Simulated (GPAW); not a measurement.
# Pt (Fm-3m) in GPAW: notebook, part 2 of 2

GPAW 26.7.0. Earlier steps stand in the parts before.

## Step 3: Relaxation of cell and atoms, PBEsol+D3

run.py

```python
from ase import Atoms
from ase.calculators.mixing import SumCalculator
from ase.filters import FrechetCellFilter
from ase.io import write
from ase.optimize import BFGS
from dftd3.ase import DFTD3
from gpaw import GPAW, PW, setup_paths

setup_paths.insert(0, '.')

atoms = Atoms(['Pt'],
              cell=[[0.0, 1.9609, 1.9609],
                    [1.9609, 0.0, 1.9609],
                    [1.9609, 1.9609, 0.0]],
              scaled_positions=[[0.0, 0.0, 0.0]],
              pbc=True)

calc = GPAW(mode=PW(600),
            xc='PBEsol',
            kpts={'size': (12, 12, 12), 'gamma': True},
            occupations={'name': 'fermi-dirac', 'width': 0.05},
            nbands=17,
            convergence={'density': 1e-05, 'forces': 0.0001},
            maxiter=150,
            txt='gpaw.txt')
atoms.calc = SumCalculator([calc, DFTD3(method='pbesol', damping='d3zero')])
opt = BFGS(FrechetCellFilter(atoms), trajectory='relax.traj', logfile='-')
done = opt.run(fmax=0.02, steps=60)
calc.write('gs.gpw')
write('result.traj', atoms)
print('Converged:', done)
print('Cell:', atoms.cell.cellpar().round(4))
print('Volume:', round(atoms.get_volume(), 4))
print(atoms.get_scaled_positions().round(5))
```

Potentials or basis: PAW data sets generated in the run's folder for this functional, pw.

Launch:

```bash
gpaw-setup -f PBEsol Pt
OMP_NUM_THREADS=1 python run.py
```

gpaw.txt:

```text
__  _  _
 | _ |_)|_||  |
 |__||  | ||/\| - 26.7.0

Input parameters:
  mode=PW(ecut=600.0),
  convergence={'density': 1e-05, 'forces': 0.0001},
  kpts=MonkhorstPack(size=(12, 12, 12), gamma=True),
  maxiter=150,
  nbands=17,
  occupations=Occupations(name='fermi-dirac', width=0.05),
  xc=XC(name='PBEsol')

Diagonalizing LCAO Hamiltonian
Converting LCAO to pw mode

       Pt

Atoms  # Å, Bohr magnetons
|   | symbol |        x |        y |        z |    initial magnetic moments |
|---|--------|----------|----------|----------|-----------------------------|
| 0 |     Pt | 0.000000 | 0.000000 | 0.000000 | ( 0.0000,  0.0000,  0.0000) |

Unit cell  # Å
| periodic |        x |        y |        z |  lengths |    angles |
|----------|----------|----------|----------|----------|-----------|
|      yes | 0.000000 | 1.960900 | 1.960900 | 2.773131 | 60.000000 |
|      yes | 1.960900 | 0.000000 | 1.960900 | 2.773131 | 60.000000 |
|      yes | 1.960900 | 1.960900 | 0.000000 | 2.773131 | 60.000000 |

Number of symmetries: 48
Symmetry operations  # r_c * U_cc + t_c -> r_c
|    | kind |            matrix            |
|----|------|------------------------------|
|  0 |  σ   |  1, 0, 0,  1, 0,-1,  1,-1, 0 |
|  1 |  C2  |  1, 0, 0,  1,-1, 0,  1, 0,-1 |
|  2 |  E   |  1, 0, 0,  0, 1, 0,  0, 0, 1 |
|  3 |  σ   |  1, 0, 0,  0, 0, 1,  0, 1, 0 |
|  4 |  C4  |  1, 0,-1,  1, 0, 0,  1,-1, 0 |
|  5 |  S6  |  1, 0,-1,  1,-1, 0,  1, 0, 0 |
|  6 |  σ   |  1, 0,-1,  0, 1,-1,  0, 0,-1 |
|  7 |  C3  |  1, 0,-1,  0, 0,-1,  0, 1,-1 |
|  8 |  S6  |  1,-1, 0,  1, 0, 0,  1, 0,-1 |
[... 201 lines left out ...]
No gap
No difference between direct/indirect transitions

Stress tensor  # eV/Ang^3
|         x |        y |         z |
|-----------|----------|-----------|
|  0.005729 | 0.000000 | -0.000000 |
|  0.000000 | 0.005729 |  0.000000 |
| -0.000000 | 0.000000 |  0.005729 |

Forces  # eV/Ang
|       x |        y |       z |
|---------|----------|---------|
| 0.00000 | -0.00000 | 0.00000 |  # Pt   0

Interpolating wave functions to new cell

       Pt

Atoms  # Å, Bohr magnetons
|   | symbol |        x |         y |        z |    initial magnetic moments |
|---|--------|----------|-----------|----------|-----------------------------|
| 0 |     Pt | 0.000000 | -0.000000 | 0.000000 | ( 0.0000,  0.0000,  0.0000) |

Unit cell  # Å
| periodic |         x |         y |         z |  lengths |    angles |
|----------|-----------|-----------|-----------|----------|-----------|
|      yes | -0.000000 |  1.937681 |  1.937681 | 2.740295 | 60.000000 |
|      yes |  1.937681 | -0.000000 |  1.937681 | 2.740295 | 60.000000 |
|      yes |  1.937681 |  1.937681 | -0.000000 | 2.740295 | 60.000000 |

Number of symmetries: 48
Symmetry operations  # r_c * U_cc + t_c -> r_c
|    | kind |            matrix            |
|----|------|------------------------------|
|  0 |  σ   |  1, 0, 0,  1, 0,-1,  1,-1, 0 |
|  1 |  C2  |  1, 0, 0,  1,-1, 0,  1, 0,-1 |
|  2 |  E   |  1, 0, 0,  0, 1, 0,  0, 0, 1 |
|  3 |  σ   |  1, 0, 0,  0, 0, 1,  0, 1, 0 |
|  4 |  C4  |  1, 0,-1,  1, 0, 0,  1,-1, 0 |
|  5 |  S6  |  1, 0,-1,  1,-1, 0,  1, 0, 0 |
|  6 |  σ   |  1, 0,-1,  0, 1,-1,  0, 0,-1 |
|  7 |  C3  |  1, 0,-1,  0, 0,-1,  0, 1,-1 |
|  8 |  S6  |  1,-1, 0,  1, 0, 0,  1, 0,-1 |
[... 201 lines left out ...]
No gap
No difference between direct/indirect transitions

Stress tensor  # eV/Ang^3
|         x |         y |         z |
|-----------|-----------|-----------|
| -0.062560 | -0.000000 |  0.000000 |
| -0.000000 | -0.062560 | -0.000000 |
|  0.000000 | -0.000000 | -0.062560 |

Forces  # eV/Ang
|       x |       y |       z |
|---------|---------|---------|
| 0.00000 | 0.00000 | 0.00000 |  # Pt   0

Interpolating wave functions to new cell

       Pt

Atoms  # Å, Bohr magnetons
|   | symbol |        x |        y |        z |    initial magnetic moments |
|---|--------|----------|----------|----------|-----------------------------|
| 0 |     Pt | 0.000000 | 0.000000 | 0.000000 | ( 0.0000,  0.0000,  0.0000) |

Unit cell  # Å
| periodic |         x |        y |        z |  lengths |    angles |
|----------|-----------|----------|----------|----------|-----------|
|      yes | -0.000000 | 1.940590 | 1.940590 | 2.744409 | 60.000000 |
|      yes |  1.940590 | 0.000000 | 1.940590 | 2.744409 | 60.000000 |
|      yes |  1.940590 | 1.940590 | 0.000000 | 2.744409 | 60.000000 |

Number of symmetries: 48
Symmetry operations  # r_c * U_cc + t_c -> r_c
|    | kind |            matrix            |
|----|------|------------------------------|
|  0 |  σ   |  1, 0, 0,  1, 0,-1,  1,-1, 0 |
|  1 |  C2  |  1, 0, 0,  1,-1, 0,  1, 0,-1 |
|  2 |  E   |  1, 0, 0,  0, 1, 0,  0, 0, 1 |
|  3 |  σ   |  1, 0, 0,  0, 0, 1,  0, 1, 0 |
|  4 |  C4  |  1, 0,-1,  1, 0, 0,  1,-1, 0 |
|  5 |  S6  |  1, 0,-1,  1,-1, 0,  1, 0, 0 |
|  6 |  σ   |  1, 0,-1,  0, 1,-1,  0, 0,-1 |
|  7 |  C3  |  1, 0,-1,  0, 0,-1,  0, 1,-1 |
|  8 |  S6  |  1,-1, 0,  1, 0, 0,  1, 0,-1 |
[... 149 lines left out ...]
SCF iterations
|iter     | |      energy | eigst |  dens |force |
|---------|-|-------------|-------|-------|------|
|iter:   1| |   -7.292731 | -2.99 |       |      |
|iter:   2| |   -7.292540 | -6.29 | -2.54 |      |
|iter:   3| |   -7.291863c| -5.12 | -2.59 |      |
|iter:   4| |   -7.291878c| -6.24 | -3.46 |      |
|iter:   5| |   -7.291888c| -5.99 | -3.76 |      |
|iter:   6| |   -7.291888c| -7.53c| -4.75 |      |
|iter:   7| |   -7.291888c| -7.73c| -5.04c|      |
|iter:   8| |   -7.291888c| -8.48c| -6.77c|-24.57c|

Converged in 8 steps
Energy contributions relative to reference atoms: (reference = -500235.591001)
[... 37 lines left out ...]
No gap
No difference between direct/indirect transitions

Stress tensor  # eV/Ang^3
|         x |         y |         z |
|-----------|-----------|-----------|
| -0.053253 | -0.000000 |  0.000000 |
| -0.000000 | -0.053253 |  0.000000 |
|  0.000000 |  0.000000 | -0.053253 |

Forces  # eV/Ang
|       x |        y |        z |
|---------|----------|----------|
| 0.00000 | -0.00000 | -0.00000 |  # Pt   0

# Writing to gs.gpw (mode='')
```

stdout:

```text
Step          Energy          fmax
BFGS:    0       -7.923508        0.833816
BFGS:    1       -7.936706        0.120163
BFGS:    2       -7.936955        0.006406
Converged: True
Cell: [ 2.7444  2.7444  2.7444 60.     60.     60.    ]
Volume: 14.6161
[[0. 0. 0.]]
```

Wall time 33 s (1 thread of Arm Neoverse V1, shared host); peak memory 0.16 GiB.

What came out:

```
Free energy                            : -7.9445 eV
Relaxed volume                         : 14.62 Å³/atom
Relaxed cell                           : a = 2.744 Å, b = 2.744 Å, c = 2.744 Å, α = 60.00°, β = 60.00°, γ = 60.00°
Space group after relaxing (to 0.05 Å) : Fm-3m (No. 225)
Energy gained by relaxing              : 13.4 meV/atom
Ionic steps                            : 3
Pressure after relaxing                : -0.1 GPa
Band gap on the k mesh                 : none (metal or under the smearing width)
Dispersion energy per atom             : -0.645 eV
```

Step by step:
```
step  energy change (eV)  largest force (eV/Å)  pressure (GPa)  volume (Å³)
   1              0.0000                0.0000           -8.86        15.08
   2             -0.0132                0.0000            1.32        14.55
   3             -0.0134                0.0000           -0.07        14.62
```

Final structure:
```
Pt
1.0
     0.00000    1.94059    1.94059
     1.94059    0.00000    1.94059
     1.94059    1.94059    0.00000
Pt
1
Direct
  0.00000 0.00000 0.00000
```

Levels at points of the mesh, in eV from the Fermi level:
```csv
k point,band 6,band 7,band 8,band 9,band 10,band 11
"(0.00, 0.00, 0.00)",-3.99,-3.99,-1.72,-1.72,14.97,20.21
"(0.50, 0.50, 0.00)",0.00,0.51,0.51,1.70,9.29,11.61
"(0.50, 0.50, 0.50)",-4.06,-0.64,0.03,0.03,6.12,14.43
```

Caveat: later steps reuse the first step's grids; pairwise dispersion overbinds metals, which lowers pressure and volume. Spin-orbit coupling is left out, which matters for the levels of Pt.

## Step 4: Relaxation of cell and atoms, PBEsol+D3(BJ)

Edit run.py of step 3 so:

```diff
@@ -25,3 +25,3 @@
             txt='gpaw.txt')
-atoms.calc = SumCalculator([calc, DFTD3(method='pbesol', damping='d3zero')])
+atoms.calc = SumCalculator([calc, DFTD3(method='pbesol', damping='d3bj')])
 opt = BFGS(FrechetCellFilter(atoms), trajectory='relax.traj', logfile='-')
```

Launch:

```bash
gpaw-setup -f PBEsol Pt
OMP_NUM_THREADS=1 python run.py
```

Run time: 34 s. Hardware: 1 thread of Arm Neoverse V1, shared host; peak memory 0.16 GiB.

Results (log left out):

```
Free energy                            : -8.0717 eV
Relaxed volume                         : 14.62 Å³/atom
Relaxed cell                           : a = 2.745 Å, b = 2.745 Å, c = 2.745 Å, α = 60.00°, β = 60.00°, γ = 60.00°
Space group after relaxing (to 0.05 Å) : Fm-3m (No. 225)
Energy gained by relaxing              : 13.5 meV/atom
Ionic steps                            : 3
Pressure after relaxing                : -0.1 GPa
Band gap on the k mesh                 : none (metal or under the smearing width)
Dispersion energy per atom             : -0.772 eV
```

Step by step:
```
step  energy change (eV)  largest force (eV/Å)  pressure (GPa)  volume (Å³)
   1              0.0000                0.0000           -8.95        15.08
   2             -0.0132                0.0000            1.52        14.54
   3             -0.0135                0.0000           -0.08        14.62
```

Final structure:
```yaml
crystal:
  lattice:
    - [0.00000, 1.94072, 1.94072]
    - [1.94072, 0.00000, 1.94072]
    - [1.94072, 1.94072, 0.00000]
  atoms:
    - { symbol: Pt, position: [0.00000, 0.00000, 0.00000] }
```

Levels at points of the mesh, in eV from the Fermi level:
```tsv
k point	band 4	band 5	band 6	band 7	band 8	band 9	band 10	band 11	band 12	band 13
(0.00, 0.00, 0.00)	-10.55	-3.99	-3.99	-3.99	-1.72	-1.72	14.97	20.21	20.21	20.21
(0.50, 0.50, 0.00)	-7.41	-6.93	0.00	0.51	0.51	1.70	9.29	11.61	11.61	20.41
(0.50, 0.50, 0.50)	-7.62	-4.06	-4.06	-0.64	0.03	0.03	6.12	14.43	19.70	19.70
```

Caveat: later steps reuse the first step's grids; pairwise dispersion overbinds metals, which lowers pressure and volume. The run has no spin-orbit coupling, so splittings on Pt are missing.

## Step 5: Relaxation of cell and atoms, PBEsol+D3(BJ)+ATM

Edit run.py of step 4 so:

```diff
@@ -25,3 +25,3 @@
             txt='gpaw.txt')
-atoms.calc = SumCalculator([calc, DFTD3(method='pbesol', damping='d3bj')])
+atoms.calc = SumCalculator([calc, DFTD3(damping='d3bj', params_tweaks=dict(method='pbesol', atm=True))])
 opt = BFGS(FrechetCellFilter(atoms), trajectory='relax.traj', logfile='-')
```

Launch:

```bash
gpaw-setup -f PBEsol Pt
OMP_NUM_THREADS=1 python run.py
```

Run time: 35 s. Hardware: 1 thread of Arm Neoverse V1, shared host; peak memory 0.16 GiB.

It converged, with:

```
Free energy                            : -7.9561 eV
Relaxed volume                         : 14.74 Å³/atom
Relaxed cell                           : a = 2.752 Å, b = 2.752 Å, c = 2.752 Å, α = 60.00°, β = 60.00°, γ = 60.00°
Space group after relaxing (to 0.05 Å) : Fm-3m (No. 225)
Energy gained by relaxing              : 7.2 meV/atom
Ionic steps                            : 3
Pressure after relaxing                : 0.0 GPa
Band gap on the k mesh                 : none (metal or under the smearing width)
Dispersion energy per atom             : -0.651 eV
```

The path:
```tsv
step	energy change (eV)	largest force (eV/Å)	pressure (GPa)	volume (Å³)
1	0.0000	0.0000	-6.56	15.08
2	-0.0070	0.0000	1.11	14.69
3	-0.0072	0.0000	-0.04	14.74
```

Final structure:
```
Pt
1.0
     0.00000    1.94611    1.94611
     1.94611    0.00000    1.94611
     1.94611    1.94611    0.00000
Pt
1
Direct
  0.00000 0.00000 0.00000
```

Levels at points of the mesh, in eV from the Fermi level:
```tsv
k point	band 6	band 7	band 8	band 9	band 10	band 11
(0.00, 0.00, 0.00)	-3.93	-3.93	-1.70	-1.70	14.99	20.17
(0.50, 0.50, 0.00)	0.00	0.50	0.50	1.72	9.20	11.58
(0.50, 0.50, 0.50)	-4.00	-0.61	0.03	0.03	6.06	14.45
```

Caveat: later steps reuse the first step's grids; pairwise dispersion overbinds metals, which lowers pressure and volume.

## Step 6: Overview

| level | gap on the mesh (eV) | pressure (GPa) | relaxed volume (Å³/atom) |
| --- | --- | --- | --- |
| PBEsol | none | 0.1 | 15.02 |
| PBEsol+D3 | none | -0.1 | 14.62 |
| PBEsol+D3(BJ) | none | -0.1 | 14.62 |
| PBEsol+D3(BJ)+ATM | none | 0.0 | 14.74 |

Alike in all rows: task relaxation of cell and atoms; potentials or basis PAW data sets generated in the run's folder for this functional, pw; no spin polarisation; cell relaxed; k mesh 12 × 12 × 12; cutoff (eV) 600; smearing fermi-dirac 0.05 eV.

Caveats: later steps reuse the first step's grids; pairwise dispersion overbinds metals, which lowers pressure and volume (some runs).

Total energies depend on the potentials used, so only differences within one code and one set of settings carry meaning.
